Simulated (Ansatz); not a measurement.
Crystal: FeGe.

```
Ge Fe
1.0
     4.99760    0.00000    0.00000
    -2.49880    4.32805    0.00000
     0.00000    0.00000    4.11576
Ge Fe
3 3
Direct
  0.66667 0.33333 0.50000
  0.33333 0.66667 0.50000
  0.00000 0.00000 0.00000
  0.00000 0.50000 0.00000
  0.50000 0.50000 0.00000
  0.50000 0.00000 0.00000
```

The cell is a database's computed one.

```yaml
Program: Ansatz 0.2.0
Task: relaxation of cell and atoms
Functional: LDA
Potentials_or_basis: Ansatz PAW
Cutoff: "420 eV (not typed: the program's choice for these potentials)"
k_mesh: 6 × 6 × 7
Occupations: fermi-dirac, width 0.05 eV
Spin: collinear spin, ferromagnetic start
Starting_moments: "[0.0, 0.0, 0.0, 3.0, 3.0, 3.0] μB"
Hubbard_terms: Fe d U = 6 eV
```

At the start: volume 14.84 Å³/atom.

Q: Where does the relaxation end?

A: It ends after 12 steps and the volume is 16.03 Å³/atom (+8.0 %); space group P6/mmm (No. 191, to 0.05 Å); moment 8.44 μB per cell.

The path:
```tsv
step	energy change (eV)	largest force (eV/Å)	volume (Å³)
1	0.0000	0.0000	89.02
2	-0.0955	0.0000	92.30
3	-0.1182	0.0000	94.76
4	-0.1185	0.0000	95.14
5	-0.1229	0.0000	95.14
6	-0.1229	0.0000	95.25
7	-0.1230	0.0000	95.25
8	-0.1586	0.0000	95.25
9	-0.1602	0.0000	95.75
10	-0.1604	0.0000	96.15
11	-0.1608	0.0000	96.15
12	-0.1608	0.0000	96.15
```

Final structure:
```
Ge Fe
1.0
     5.12464    0.00000    0.00000
    -2.56232    4.43807    0.00000
     0.00000    0.00000    4.22759
Ge Fe
3 3
Direct
  0.66667 0.33333 0.50000
  0.33333 0.66667 0.50000
  0.00000 0.00000 0.00000
  0.00000 0.50000 0.00000
  0.50000 0.50000 0.00000
  0.50000 0.00000 0.00000
```

Caveat: the magnetic or orbital state may not be the lowest; the plane-wave basis is chosen anew once the cell has moved, so the energies of steps on either side of that aren't comparable; the PAW data sets come from PBE, with cores solved anew for the run's functional, which leaves a small shift of forces and pressure; the U is typed as a test and isn't derived for this compound.
